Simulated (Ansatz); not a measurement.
Runs of Ansatz 0.2.0 on CdSe (Cadmoselite). The structure is hexagonal, space group P6_3mc (No. 186). Conventional cell: a = 4.300 Å, b = 4.300 Å, c = 7.020 Å, α = 90.00°, β = 90.00°, γ = 120.00°. Around Cd (site symmetry 3m) lie 4 Se at 2.61 to 2.70 Å. Se (site symmetry 3m) has 4 Cd at 2.61 to 2.70 Å as nearest neighbours. 

```csv
task,level,potentials or basis,k mesh,cutoff (eV),smearing,basis error allowed,mesh quality,gap on the mesh (eV),pressure (GPa),V0 of scaled cells (Å³/atom),B0 (GPa),largest force (eV/Å)
single point,PBE,"all-electron LAPW, scalar-relativistic",5 × 5 × 3,257,fermi-dirac 0.03 eV,0.002 eV/atom,not flagged,0.70,3.1,-,-,0.29
equation of state,LDA,"all-electron LAPW, scalar-relativistic",7 × 7 × 4,-,fermi-dirac 0.05 eV,0.002 eV/atom,not flagged,-,-,27.17,57,-
equation of state,PBEsol,"all-electron LAPW, scalar-relativistic",7 × 7 × 4,-,fermi-dirac 0.05 eV,0.002 eV/atom,not flagged,-,-,(a),52,-
band structure,PBEsol,"all-electron LAPW, inner shells corrected to Dirac's equation",7 × 7 × 4,257,fermi-dirac 0.05 eV,0.002 eV/atom,not flagged,0.58,0.2,-,-,0.27
band structure,PBEsol,"all-electron LAPW, scalar-relativistic",7 × 7 × 4,257,fermi-dirac 0.05 eV,0.002 eV/atom,not flagged,0.58,0.2,-,-,0.27
single point,PBE,"all-electron LAPW, scalar-relativistic",4 × 4 × 2,245,fermi-dirac 0.04 eV,0.003 eV/atom,coarse,0.70,3.1,-,-,0.30
dielectric tensor,revPBE+D3(BJ)+ATM,all-electron PAW datasets made for the crystal,-,270,fixed,-,not flagged,0.83,-,-,-,-
single point,PBE,"all-electron LAPW, scalar-relativistic",3 × 3 × 2,245,fermi-dirac 0.04 eV,0.003 eV/atom,coarse,(b),3.4,-,-,0.34
```

Alike in all rows: no spin polarisation; cell as given.

Task: Estimate the missing entries.

Result: (a) 28.20; (b) 0.68.

Caveats: some runs use coarse meshes; an odd mesh through Γ misses points on the zone boundary, where band edges often lie (some runs); the cell was scaled at fixed shape and fractional positions, which overstates the stiffness of a crystal with free parameters, most of all of layers and chains (some runs).

A k mesh can miss the band edges, and the runs leave out spin-orbit coupling on Cd, Se.

Not every run made on this cell is shown here.
